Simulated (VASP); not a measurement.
Set up this calculation in VASP 6.6.1, as the native input.

```yaml
Task: single point
Functional: PBE
Potentials_or_basis: VASP PAW PBE potentials, release 64 (Sc_sv)
Cutoff: 520 eV
k_mesh: 18 × 18 × 18
Occupations: gaussian, width 0.15 eV
Spin: no spin polarisation
Dipole_correction: no
Further_INCAR_settings: ALGO = Fast; EDIFF = 1e-07; NBANDS = 12
```

The structure of Sc lies in POSCAR:

```
Sc
1.0
    0.0000000000      2.1569750000      2.2705000000
    2.1569750000      0.0000000000      2.2705000000
    2.1569750000      2.1569750000      0.0000000000
Sc
1
Direct
    0.0000000000      0.0000000000      0.0000000000
```

This isn't the form of Sc at room conditions, which is hcp.

The cell isn't the ideal one: strain -0.050 along x and y, +0.000 along z, atoms carried along.

One way to write it, as run:

INCAR

```
PREC = Accurate ; ENCUT = 520
EDIFF = 1E-7 ; ISMEAR = 0
SIGMA = 0.15 ; LREAL = F
LASPH = T ; NELM = 100
ALGO = Fast ; ISIF = 2
LWAVE = F ; LCHARG = F
GGA = PE ; NBANDS = 12
```

KPOINTS

```
Automatic mesh
0
Gamma
  18 18 18
```

Potentials or basis: VASP PAW PBE potentials, release 64 (Sc_sv).

Launch:

```console
$ cat potpaw_PBE.64/Sc_sv/POTCAR > POTCAR
$ mpirun -np 1 vasp_std > vasp.out
```

It gave:

```json
{
 "Pressure": "10.2 GPa",
 "Band gap on the k mesh": "none (metal or under the smearing width)"
}
```

It took 76 s on 1 thread of AMD EPYC 9R45 96-Core Processor (Zen 5), on a shared host, peak memory 0.2 GiB.
